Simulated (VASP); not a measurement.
Runs of VASP 6.6.1 on C. It takes space group Fd-3m (No. 227, cubic). Conventional cell: a = 3.567 Å, b = 3.567 Å, c = 3.567 Å, α = 90.00°, β = 90.00°, γ = 90.00°. Around C (site symmetry -43m) lie 4 C at 1.54 Å. This isn't the form of C at room conditions, which is graphite.

```csv
task,level,potentials or basis,cell,k mesh,cutoff (eV),smearing,grid for exact exchange (PRECFOCK),exchange at q = 0,ladder,GW scheme,GW iterations,mesh quality,gap on the mesh (eV),pressure (GPa),relaxed volume (Å³/atom)
relaxation of cell and atoms,PBE0,"VASP PAW PBE potentials, release 64 (C)",relaxed,7 × 7 × 7,600,fermi-dirac 0.05 eV,Fast,default,-,-,-,coarse,(a),0.0,5.57
relaxation of cell and atoms,PBE+D3(BJ),"VASP PAW PBE potentials, release 64 (C)",relaxed,13 × 13 × 13,600,fermi-dirac 0.05 eV,-,-,-,-,-,not flagged,4.16,0.0,5.63
relaxation of cell and atoms,LDA,"VASP PAW LDA potentials, release 64 (C)",relaxed,13 × 13 × 13,600,fermi-dirac 0.05 eV,-,-,-,-,-,not flagged,4.17,-0.1,5.52
relaxation of cell and atoms,revPBE,"VASP PAW PBE potentials, release 64 (C)",relaxed,13 × 13 × 13,600,fermi-dirac 0.05 eV,-,-,-,-,-,not flagged,4.10,0.0,5.75
band structure,r2SCAN,"VASP PAW PBE potentials, release 64 (C)",as given,13 × 13 × 13,520,fermi-dirac 0.05 eV,-,-,-,-,-,not flagged,4.34,-1.3,-
relaxation of cell and atoms,HSEsol,"VASP PAW PBE potentials, release 64 (C)",relaxed,7 × 7 × 7,600,fermi-dirac 0.05 eV,Normal,-,-,-,-,coarse,(b),-0.1,5.52
relaxation of cell and atoms,TPSS,"VASP PAW PBE potentials, release 64 (C)",relaxed,13 × 13 × 13,600,fermi-dirac 0.05 eV,-,-,-,-,-,not flagged,4.17,0.0,5.69
relaxation of cell and atoms,revTPSS,"VASP PAW PBE potentials, release 64 (C)",relaxed,13 × 13 × 13,600,fermi-dirac 0.05 eV,-,-,-,-,-,not flagged,4.04,0.0,5.64
relaxation of cell and atoms,PBE+TS,"VASP PAW PBE potentials, release 64 (C)",relaxed,13 × 13 × 13,600,fermi-dirac 0.05 eV,-,-,-,-,-,not flagged,4.17,0.0,5.60
band structure,PBE,"VASP PAW PBE potentials, release 64 (C_h)",as given,13 × 13 × 13,900,fermi-dirac 0.05 eV,-,-,-,-,-,not flagged,4.15,-,-
electric field gradients,PBE0+D3(BJ),"VASP PAW PBE potentials, release 64 (C)",as given,7 × 7 × 7,520,gaussian 0.05 eV,Normal,default,-,-,-,coarse,(c),-12.7,-
```

Alike in all rows: no spin polarisation.

Task: Fill in the values left out.

Result: (a) 6.22; (b) 5.41; (c) 6.18.

Caveats: some runs use coarse meshes; an odd mesh through Γ misses points on the zone boundary, where band edges often lie (some runs); the PAW data sets were made with another functional, which shifts forces and pressure a little (some runs); the cutoff is under 1.25 times the usual one of these potentials, so pressure, stress and relaxed cells hold a basis-set (Pulay) error (some runs).

Not every run made on this cell is shown here.
